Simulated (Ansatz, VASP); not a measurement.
This is a calculation of Au (Gold) for Ansatz 0.2.0. 

Contents of input.yaml:

```yaml
crystal:
  lattice:
    - [0.0, 2.035, 2.035]
    - [2.035, 0.0, 2.035]
    - [2.035, 2.035, 0.0]
  atoms:
    - { symbol: Au, position: [0.0, 0.0, 0.0] }
hamiltonian:
  xc: pbesol
  pseudopotentials: { kind: paw }
kpoints:
  mp_grid: { grid: [11, 11, 11] }
scf:
  occupations: { method: fermi_dirac, width: 0.05 }
output:
  forces: true
  stress: true
relax:
  f_tol: 0.01
  max_steps: 40
  cell: { stress_tol: 0.05 }
```

Potentials or basis: Ansatz PAW.

The run is started by

```sh
$ ansatz run input.yaml --threads 2 --pin off --max-ram 5632MiB --backend cpu --events-out ev --progress --plain --runs-dir out
```

**Question.** What does the same run look like in VASP 6.6.1? Potentials or basis there: PBE PAW files Au, 600 eV.

**Answer.** As run (cutoffs and basis follow the program's own potentials, and thresholds, step limits or extra output files can differ):

The input INCAR:

```
ALGO = Fast ; EDIFF = 1E-7
EDIFFG = -0.01 ; ENCUT = 600
GGA = PS ; IBRION = 2
ISIF = 3 ; ISMEAR = -1
LASPH = T ; LCHARG = F
LREAL = F ; LWAVE = F
NELM = 100 ; NSW = 60
PREC = Accurate ; SIGMA = 0.05
```

File KPOINTS:

```
k-points
0
Gamma
  11 11 11
```

Contents of POSCAR:

```
Au
1.0
    0.0000000000      2.0350000000      2.0350000000
    2.0350000000      0.0000000000      2.0350000000
    2.0350000000      2.0350000000      0.0000000000
Au
1
Direct
    0.0000000000      0.0000000000      0.0000000000
```

Potentials or basis: VASP PAW PBE potentials, release 64 (Au).

Launch:

```bash
$ cat potpaw_PBE.64/Au/POTCAR > POTCAR
$ mpirun -np 1 vasp_std > vasp.out
```

Both were run:

|  | Ansatz | VASP |
| --- | --- | --- |
| Relaxed volume | 17.01 Å³/atom | 16.99 Å³/atom |
| Relaxed cell | a = 2.887 Å, b = 2.887 Å, c = 2.887 Å, α = 60.00°, β = 60.00°, γ = 60.00° | a = 2.886 Å, b = 2.886 Å, c = 2.886 Å, α = 60.00°, β = 60.00°, γ = 60.00° |
| Space group after relaxing | Fm-3m (No. 225) | Fm-3m (No. 225) |
| Pressure after relaxing | 0.0 GPa | 0.0 GPa |

Ansatz's pressure holds a Pulay term of +0.05 GPa for its cutoff of 420 eV, which the other run lacks.

The potentials hold 19 and 11 valence electrons a cell.

Ansatz's potentials were made for PBE. VASP's potentials were made for PBE.

Where Ansatz's input types no cutoff or centring, it takes its own default and a Γ-centred mesh.

Pressure is positive in compression.
